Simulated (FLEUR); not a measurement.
# Nb (Im-3m) in FLEUR: a series of runs

Runs on Nb. Level: PBEsol. Tasks: equation of state.

Everything below comes from runs of FLEUR MaX-R8.1 (later development tree). Logs are shortened: lines on timing, memory, paths and dates and some standing lists are left out, and cuts for length are marked.

**What was measured.**

“Pressure effects on the electronic structure and superconductivity of (TaNb)0.67(HfZrTi)0.33 high entropy alloy”, 2019, arxiv:1910.08312 quotes, for a bulk crystal of Nb: bulk modulus 169 GPa.

The runs below are set against these values where they give the same quantity.

## 1. The crystal as given

It takes space group Im-3m (No. 229, cubic). Conventional cell: a = 3.328 Å, b = 3.328 Å, c = 3.328 Å, α = 90.00°, β = 90.00°, γ = 90.00°. Nb (site symmetry m-3m) has 8 Nb at 2.88 Å as nearest neighbours.

## 2. Equation of state, PBEsol, 17.32 Å³/atom (volume scaled by 0.94)

inp.xml reads:

```xml
<?xml version="1.0" encoding="UTF-8" standalone="no"?>
<fleurInput fleurInputVersion="0.39">
   <comment>
      Nb                                                                                                  
   </comment>
   <calculationSetup>
      <cutoffs Kmax="4.1" Gmax="12.7" GmaxXC="12.7" numbands="0"/>
      <scfLoop itmax="60" minDistance="0.00001" maxIterBroyd="15" imix="Anderson" alpha="0.05" precondParam="0.0" spinf="2.0" sdNocoIR="T"/>
      <coreElectrons ctail="T" frcor="F" kcrel="0" coretail_lmax="0"/>
      <xcFunctional name="PBEs" relativisticCorrections="F"/>
      <magnetism jspins="1"/>
      <soc l_soc="F" theta="0.0" phi="0.0" spav="F"/>
      <expertModes spex="0" secvar="F"/>
      <geometryOptimization l_f="F" forcealpha="1.0" forcemix="BFGS" epsdisp="0.0005" epsforce="0.0002"/>
      <ldaU l_linMix="F" mixParam="0.05" spinf="1.0"/>
   </calculationSetup>
   <cell>
      <bzIntegration valenceElectrons="13.0" mode="hist" fermiSmearingEnergy="0.00183747">
         <kPointListSelection listName="default-1"/>
         <!-- k-points included here -->
         <xi:include xmlns:xi="http://www.w3.org/2001/XInclude" href="kpts.xml"> </xi:include>
      </bzIntegration>
      <!-- symmetry operations included here -->
      <xi:include xmlns:xi="http://www.w3.org/2001/XInclude" href="sym.xml"> </xi:include>
      <bulkLattice scale="0.9795861087">
         <bravaisMatrix>
            <row-1>   -3.1444097850281700     3.1444097850281700     3.1444097850281700</row-1>
            <row-2>    3.1444097850281700    -3.1444097850281700     3.1444097850281700</row-2>
            <row-3>    3.1444097850281700     3.1444097850281700    -3.1444097850281700</row-3>
         </bravaisMatrix>
      </bulkLattice>
   </cell>
   <atomSpecies>
      <species name="Niobium (Nb)" element="Nb" atomicNumber="41">
         <mtSphere radius="2.47" gridPoints="833" logIncrement="0.015"/>
         <atomicCutoffs lmax="10" lnonsphr="10"/>
         <electronConfig flipSpins="F">
            <coreConfig>(1s1/2) (2s1/2) (2p1/2) (2p3/2) (3s1/2) (3p1/2) (3p3/2) (3d3/2) (3d5/2)</coreConfig>
            <valenceConfig>(4s1/2) (4p1/2) (4p3/2) (5s1/2) (4d3/2) (4d5/2)</valenceConfig>
            <stateOccupation state="(5s1/2)" spinUp="0.500000" spinDown="0.500000"/>
            <stateOccupation state="(4d3/2)" spinUp="0.800000" spinDown="0.800000"/>
            <stateOccupation state="(4d5/2)" spinUp="1.200000" spinDown="1.200000"/>
         </electronConfig>
         <energyParameters s="5" p="5" d="4" f="4"/>
         <lo type="SCLO" l="0" n="4" eDeriv="0"/>
         <lo type="SCLO" l="1" n="4" eDeriv="0"/>
         <lo type="SCLO" l="1" n="4" eDeriv="1"/>
         <lo type="SCLO" l="2" n="4" eDeriv="2"/>
         <lo type="SCLO" l="3" n="4" eDeriv="2"/>
      </species>
   </atomSpecies>
   <atomGroups>
      <atomGroup species="Niobium (Nb)">
         <relPos label="                   1">.0000000000 .0000000000 .0000000000</relPos>
         <force calculate="T" relaxXYZ="TTT"/>
      </atomGroup>
   </atomGroups>
   <output dos="F" band="F" slice="F">
      <checks vchk="F" cdinf="F"/>
      <bandDOS minEnergy="-.5*Htr" maxEnergy="0.5*Htr" sigma="0.015" storeEVData="T"/>
      <vacuumDOS vacdos="F" integ="F" star="F" nstars="0" locx1="0.0" locy1="0.0" locx2="0.0" locy2="0.0" nstm="0" tworkf="0.0"/>
      <unfoldingBand unfoldBand="F" supercellX="1" supercellY="1" supercellZ="1"/>
      <plotting iplot="0" polar="F">
         <plot TwoD="T" vec1="  1.0  0.0  0.0" vec2="  0.0  1.0  0.0" vec3="  0.0  0.0  1.0" zero="  0.0  0.0  0.0" file="plot"/>
      </plotting>
      <chargeDensitySlicing numkpt="0" minEigenval="0.0" maxEigenval="0.0" nnne="0" pallst="F"/>
      <specialOutput eonly="F"/>
      <moessbauerParams electricFieldGradient="T" isomerShift="T" coreHyperfine="T" valenceHyperfine="T"/>
      <magneticCircularDichroism mcd="F" energyLo="-10.0" energyUp="0.0"/>
   </output>
  <!-- We include the file relax.xml here to enable relaxations (see documentation) -->
  <xi:include xmlns:xi="http://www.w3.org/2001/XInclude" href="relax.xml"> <xi:fallback/> </xi:include>
</fleurInput>
```

Potentials or basis: all-electron, FLAPW.

Launch:

```
$ inpgen -f crystal.txt -profile fastHighL
$ # inp.xml edited to the form shown
$ fleur_MPI
```

Log:

```text
Welcome to FLEUR        (www.flapw.de)
      MaX-Release 8.1          (www.max-centre.eu)

 ========== k-point set info ==========
 Selected k-point list: default-1
 k-point list type: mesh
 11 x 11 x 11
 Number of k points: 56

 ------------Calculation Setup---------------------------
 Number of MPI-tasks      :            1
 Number of PE/node        :            1
 Number of OMP-threads    :            1
 Most efficient MPI parallelization for:
           1           2           4           7           8          14          28          56
 Additional eigenvalue parallelization possible
 Number of basis functions:          179
 Approximate size of matrices (H+S) per k-point:         0.000 GB
 --------------------------------------------------------
 Iteration:     1   Distance:      12.18149671 me/bohr^3
 Iteration:     2   Distance:      11.17990033 me/bohr^3
 Iteration:     3   Distance:       4.43467885 me/bohr^3
 Iteration:     4   Distance:       2.45165795 me/bohr^3
 Iteration:     5   Distance:       1.45604523 me/bohr^3
 Iteration:     6   Distance:       0.09955529 me/bohr^3
 Iteration:     7   Distance:       0.10282015 me/bohr^3
 Iteration:     8   Distance:       0.00493982 me/bohr^3
 Iteration:     9   Distance:       0.00310419 me/bohr^3
 Iteration:    10   Distance:       0.00061109 me/bohr^3
 Iteration:    11   Distance:       0.00011753 me/bohr^3
 Iteration:    12   Distance:       0.00002256 me/bohr^3
 Iteration:    13   Distance:       0.00000044 me/bohr^3

 ********************************************************************
 Run finished successfully
 Stop message:
   all done
 ********************************************************************
```

out.xml (last iteration):

```text
<iteration numberForCurrentRun="   13" overallNumber="   13">
         <energyParameters units="Htr">
            <atomicEP atomType="1" spin="1" branch="5s" branchLowest="-1.42" branchHighest="2.56" value="0.3566070224"/>
            <atomicEP atomType="1" spin="1" branch="5p" branchLowest="-0.49" branchHighest="3.23" value="0.4685157284"/>
            <atomicEP atomType="1" spin="1" branch="4d" branchLowest="-6.54" branchHighest="0.97" value="0.4811891268"/>
            <atomicEP atomType="1" spin="1" branch="4f" branchLowest="-9.99" branchHighest="2.45" value="0.7274216870"/>
            <loAtomicEP atomType="1" spin="1" branch="4s" branchLowest="-15.43" branchHighest="-1.42" value="-1.4682307537"/>
            <loAtomicEP atomType="1" spin="1" branch="4p" branchLowest="-12.05" branchHighest="-0.49" value="-0.5948105862"/>
            <loAtomicEP atomType="1" spin="1" branch="4p" branchLowest="-12.05" branchHighest="-0.49" value="-0.5948105862"/>
            <loAtomicEP atomType="1" spin="1" branch="4d" branchLowest="-6.54" branchHighest="0.97" value="0.4801499201"/>
            <loAtomicEP atomType="1" spin="1" branch="4f" branchLowest="-9.99" branchHighest="2.45" value="0.7274239223"/>
         </energyParameters>
         <eigenvalues>
            <eigenvaluesAt spin="1" ikpt="1" k_x="0.00000000" k_y="0.00000000" k_z="0.00000000">
                      -1.4783832074       -0.5683312113       -0.5683312113       -0.5683312113        0.2928945139
                       0.5263250699        0.5263250699        0.5263250699        0.6380879196        0.6380879196
                       1.0360719045
            </eigenvaluesAt>
            <eigenvaluesAt spin="1" ikpt="2" k_x="0.00000000" k_y="0.00000000" k_z="0.09090909">
                      -1.4775568442       -0.5732133763       -0.5698022763       -0.5683766245        0.3058395823
                       0.5182957470        0.5240710722        0.5389604074        0.6265421228        0.6381336555
                       1.0465634980
            </eigenvaluesAt>
            <eigenvaluesAt spin="1" ikpt="3" k_x="0.00000000" k_y="0.00000000" k_z="0.18181818">
                      -1.4753223044       -0.5859483689       -0.5736952240       -0.5685021083        0.3391277552
                       0.4988074286        0.5140900753        0.5755733158        0.6145483218        0.6398596363
                       1.0610387631
            </eigenvaluesAt>
            <eigenvaluesAt spin="1" ikpt="4" k_x="0.00000000" k_y="0.00000000" k_z="0.27272727">
                      -1.4723542670       -0.6019136966       -0.5786811513       -0.5686713057        0.3717191926
                       0.4766796978        0.5117203219        0.6215568205        0.6319363035        0.6459199592
                       1.0354417978
            </eigenvaluesAt>
         </eigenvalues>
         <bandgap value="0.0175916591" units="eV"/>
         <sumValenceSingleParticleEnergies value="-4.2647950183" units="Htr"/>
         <FermiEnergy value="0.5119716110" units="Htr"/>
         <valenceDensity>
            <mtCharges spin="1">
               <mtCharge atomType="1" total="11.0221217" s="2.2665539" p="6.0856837" d="2.6316287" f="0.0318872"/>
            </mtCharges>
            <spinDependentCharge spin="1" total="13.0000000" interstitial="1.9778783" mtSpheres="11.0221217"/>
            <totalCharge value="13.0000000000"/>
         </valenceDensity>
         <coreStates atomType="     1" atomicNumber=" 41" spin="1" kinEnergy="   3869.6291402441" eigValSum="  -2253.6581399474" lostElectrons=" 0.000003">
            <state n="1" l="0" j="0.5" energy="-689.7650730470" weight="1.0000000000"/>
            <state n="2" l="0" j="0.5" energy="-95.8938152724" weight="1.0000000000"/>
            <state n="2" l="1" j="0.5" energy="-87.9634836752" weight="1.0000000000"/>
            <state n="2" l="1" j="1.5" energy="-84.4472696809" weight="2.0000000000"/>
            <state n="3" l="0" j="0.5" energy="-15.4301923601" weight="1.0000000000"/>
            <state n="3" l="1" j="0.5" energy="-12.4453466284" weight="1.0000000000"/>
            <state n="3" l="1" j="1.5" energy="-11.8754821016" weight="2.0000000000"/>
            <state n="3" l="2" j="1.5" energy="-6.6008162400" weight="2.0000000000"/>
            <state n="3" l="2" j="2.5" energy="-6.4946743153" weight="3.0000000000"/>
         </coreStates>
         <allElectronCharges>
            <spinDependentCharge spin="1" total="41.0000000" interstitial="1.9778808" mtSpheres="39.0221192"/>
            <totalCharge value="40.9999999982"/>
         </allElectronCharges>
         <moessbauerParams unitsHFF="kG" unitsIS="e/bohr^3" unitsEFG="Htr/bohr^2">
            <coreIsomerShift atomType="1" isTotal="82986.90206">
               <shell n="1" l="0" isomerShift="73426.95738"/>
               <shell n="2" l="0" isomerShift="8004.68007"/>
               <shell n="2" l="1" isomerShift="122.87099"/>
               <shell n="3" l="0" isomerShift="1409.65490"/>
               <shell n="3" l="1" isomerShift="22.73872"/>
               <shell n="3" l="2" isomerShift="0.00000"/>
            </coreIsomerShift>
            <isomerShift atomType="1" nucleusRadius="0.0001070" averageDensity="83232.95581"/>
            <electricFieldGradient atomType="1" VXX="0.00000" VYY="0.00000" VZZ="0.00000" asymParam="0.00000">
            </electricFieldGradient>
         </moessbauerParams>
         <totalEnergy                                    value="    -3818.3851171805" units="Htr">
            <sumOfEigenvalues                            value="    -2257.9229349657">
               <coreElectrons value="-2253.6581399474"/>
               <valenceElectrons value="-4.2647950183"/>
            </sumOfEigenvalues>
            <densityCoulombPotentialIntegral value="-6056.2613168529"/>
            <densityEffectivePotentialIntegral value="-6209.9429712868"/>
            <chargeDenXCDenIntegral value="-116.9989146831"/>
            <FockExchangeEnergyValence value="0.0000000000"/>
            <FockExchangeEnergyCore value="0.0000000000"/>
            <atomTypeDependentContributions atomType="1">
               <electronNucleiInteractionDifferentMTs value="4600.0091414904"/>
               <MadelungTerm value="-25.2664389017"/>
            </atomTypeDependentContributions>
            <tkbTimesEntropy value="0.0005783081"/>
            <freeEnergy value="-3818.3856954886"/>
            <extrapolationTo0K value="-3818.3854063345"/>
         </totalEnergy>
         <densityConvergence units="me/bohr^3">
            <chargeDensity spin="1" distance="0.0000004442"/>
         </densityConvergence>
      </iteration>
```

Run time: 11 s. Hardware: 1 thread of Arm Neoverse V2, shared host; peak memory 0.06 GiB.

What came out:

* Free energy: -103903.5680 eV
* Band gap on the k mesh: none (metal or under the smearing width)
* Valence electrons inside the program's atomic spheres: Nb 11.02 (radii Nb 2.47 bohr)

## 3. Equation of state, PBEsol, 17.69 Å³/atom (volume scaled by 0.96)

Changes to inp.xml since step 2:

```diff
@@ -24,3 +24,3 @@
       <xi:include xmlns:xi="http://www.w3.org/2001/XInclude" href="sym.xml"> </xi:include>
-      <bulkLattice scale="0.9795861087">
+      <bulkLattice scale="0.9864848297">
          <bravaisMatrix>
```

Potentials or basis: all-electron, FLAPW.

Launch:

```
$ inpgen -f crystal.txt -profile fastHighL
$ # inp.xml edited to the form shown
$ fleur_MPI
```

It took 11 s on 1 thread of Arm Neoverse V2, shared host; peak memory 0.06 GiB.

Results (log left out):

```yaml
Free_energy: -103903.5700 eV
Band_gap_on_the_k_mesh: none (metal or under the smearing width)
Valence_electrons_inside_the_program's_atomic_spheres: Nb 10.98 (radii Nb 2.47 bohr)
```

## 4. Equation of state, PBEsol, 18.06 Å³/atom (volume scaled by 0.98)

Changes to inp.xml since step 3:

```diff
@@ -24,3 +24,3 @@
       <xi:include xmlns:xi="http://www.w3.org/2001/XInclude" href="sym.xml"> </xi:include>
-      <bulkLattice scale="0.9864848297">
+      <bulkLattice scale="0.9932883884">
          <bravaisMatrix>
```

Launch:

```
$ inpgen -f crystal.txt -profile fastHighL
$ # inp.xml edited to the form shown
$ fleur_MPI
```

Run time: 12 s. Hardware: 1 thread of Arm Neoverse V2, shared host; peak memory 0.06 GiB.

It converged, with:

```
Free energy                                           : -103903.5636 eV
Band gap on the k mesh                                : none (metal or under the smearing width)
Valence electrons inside the program's atomic spheres : Nb 10.94 (radii Nb 2.47 bohr)
```

## 5. Equation of state, PBEsol, 18.43 Å³/atom

Changes to inp.xml since step 4:

```diff
@@ -24,3 +24,3 @@
       <xi:include xmlns:xi="http://www.w3.org/2001/XInclude" href="sym.xml"> </xi:include>
-      <bulkLattice scale="0.9932883884">
+      <bulkLattice scale="1.0000000000">
          <bravaisMatrix>
```

Launch:

```
$ inpgen -f crystal.txt -profile fastHighL
$ # inp.xml edited to the form shown
$ fleur_MPI
```

Run time: 12 s. Hardware: 1 thread of Arm Neoverse V2, shared host; peak memory 0.06 GiB.

The run converged. Its results:

| Item | Value |
| --- | --- |
| Free energy | -103903.5494 eV |
| Band gap on the k mesh | none (metal or under the smearing width) |
| Valence electrons inside the program's atomic spheres | Nb 10.91 (radii Nb 2.47 bohr) |

## 6. Equation of state, PBEsol, 18.80 Å³/atom (volume scaled by 1.02)

Changes to inp.xml since step 5:

```diff
@@ -24,3 +24,3 @@
       <xi:include xmlns:xi="http://www.w3.org/2001/XInclude" href="sym.xml"> </xi:include>
-      <bulkLattice scale="1.0000000000">
+      <bulkLattice scale="1.0066227096">
          <bravaisMatrix>
```

Potentials or basis: all-electron, FLAPW.

Launch:

```
$ inpgen -f crystal.txt -profile fastHighL
$ # inp.xml edited to the form shown
$ fleur_MPI
```

It took 12 s on 1 thread of Arm Neoverse V2, shared host; peak memory 0.06 GiB.

It converged, with:

| Item | Value |
| --- | --- |
| Free energy | -103903.5280 eV |
| Band gap on the k mesh | none (metal or under the smearing width) |
| Valence electrons inside the program's atomic spheres | Nb 10.88 (radii Nb 2.47 bohr) |

## 7. Equation of state, PBEsol, 19.17 Å³/atom (volume scaled by 1.04)

Changes to inp.xml since step 6:

```diff
@@ -24,3 +24,3 @@
       <xi:include xmlns:xi="http://www.w3.org/2001/XInclude" href="sym.xml"> </xi:include>
-      <bulkLattice scale="1.0066227096">
+      <bulkLattice scale="1.0131594038">
          <bravaisMatrix>
```

Launch:

```
$ inpgen -f crystal.txt -profile fastHighL
$ # inp.xml edited to the form shown
$ fleur_MPI
```

It took 12 s on 1 thread of Arm Neoverse V2, shared host; peak memory 0.06 GiB.

Results (log left out):

| Quantity | Value |
| --- | --- |
| Free energy | -103903.5001 eV |
| Band gap on the k mesh | none (metal or under the smearing width) |
| Valence electrons inside the program's atomic spheres | Nb 10.85 (radii Nb 2.47 bohr) |

## 8. Equation of state, PBEsol, 19.53 Å³/atom (volume scaled by 1.06)

Changes to inp.xml since step 7:

```diff
@@ -24,3 +24,3 @@
       <xi:include xmlns:xi="http://www.w3.org/2001/XInclude" href="sym.xml"> </xi:include>
-      <bulkLattice scale="1.0131594038">
+      <bulkLattice scale="1.0196128224">
          <bravaisMatrix>
```

Launch:

```
$ inpgen -f crystal.txt -profile fastHighL
$ # inp.xml edited to the form shown
$ fleur_MPI
```

It took 12 s on 1 thread of Arm Neoverse V2, shared host; peak memory 0.06 GiB.

Results (log left out):

```yaml
Free_energy: -103903.4662 eV
Band_gap_on_the_k_mesh: none (metal or under the smearing width)
Valence_electrons_inside_the_program's_atomic_spheres: Nb 10.82 (radii Nb 2.47 bohr)
```

## 9. Equation of state, PBEsol

Potentials or basis: all-electron, FLAPW.

This step only gathers the single runs of the series.

Results:

* Equilibrium volume: 17.59 Å³/atom
* Bulk modulus: 181 GPa
* Pressure derivative of the bulk modulus: 3.3

Energy against volume, from the lowest point:
```
volume (Å³/atom)  energy (meV/atom)
          17.322               2.04
          17.691               0.00
          18.060               6.42
          18.428              20.67
          18.797              42.06
          19.165              69.97
          19.534             103.81
```

## 10. Comparison with measurements

Step 9. Against the measured bulk modulus of Nb, 169 GPa (quoted in “Pressure effects on the electronic structure and superconductivity of (TaNb)0.67(HfZrTi)0.33 high entropy alloy”, 2019, arxiv:1910.08312), the calculated 181 GPa is off by +7.2 %. The fit is for a static lattice scaled at fixed shape and fixed fractional positions.
